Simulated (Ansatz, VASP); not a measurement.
# Be: VASP beside Ansatz

Contents of INCAR:

```
SYSTEM = Be
  PREC = Accurate
  ENCUT = 600
  EDIFF = 1E-6
  ISMEAR = -1
  SIGMA = 0.15
  LREAL = .False.
  LASPH = .True.
  NELM = 80
  ALGO = Fast
  ISIF = 3
  LWAVE = .False.
  LCHARG = .False.
  GGA = PE
  IBRION = 2
  NSW = 80
  EDIFFG = -0.001
```

KPOINTS

```
regular mesh
0
Gamma
  24 24 12
  0 0 0
```

POSCAR

```
Be
1.0
    2.2626981586      0.0000000000      0.0000000000
   -1.1313490793      1.9595540864      0.0000000000
    0.0000000000      0.0000000000      3.5667383307
Be
2
Direct
    0.3333333333      0.6666666667      0.2500000000
    0.6666666667      0.3333333333      0.7500000000
```

Input for Ansatz:

```yaml
crystal:
  lattice:
    - [2.2626981577, 0.0, 0.0]
    - [-1.1313490789, 1.9595540857, 0.0]
    - [0.0, 0.0, 3.5667383282]
  atoms:
    - { symbol: Be, position: [0.3333333333, 0.6666666667, 0.25] }
    - { symbol: Be, position: [0.6666666667, 0.3333333333, 0.75] }
basis:
  ecutwfc: 420
kpoints:
  mp_grid: { grid: [24, 24, 12] }
hamiltonian:
  xc: pbe
scf:
  occupations: { method: fermi_dirac, width: 0.15 }
output:
  forces: true
  stress: true
  eigenvalues: true
relax:
  adjacent_minimum: "off"
  f_tol: 0.001
  max_steps: 60
  cell: { stress_tol: 0.01 }
```

Alike in both runs: task relaxation of cell and atoms; functional PBE; k mesh 24 × 24 × 12; occupations fermi-dirac, width 0.15 eV; no spin polarisation.

|  | VASP | Ansatz |
| --- | --- | --- |
| version | VASP 6.6.1 | Ansatz 0.2.0 |
| potentials or method | VASP PAW PBE potentials, release 64 (Be) | scalar-relativistic, plane waves, PAW |
| plane-wave cutoff (eV) | 600 | 420 |
| valence electrons in the cell | 4 | 4 |

```csv
,VASP,Ansatz,Ansatz less VASP
"gap on the k mesh at the Fermi level, each at its own relaxed structure (eV)",none,none,-
relaxed volume (Å³/atom),7.92,7.91,-0.011
relaxed cell length with the largest relative difference (Å),3.564,3.562,-0.0017
```

A gap of «none» marks a metal or a gap that the smearing closes.
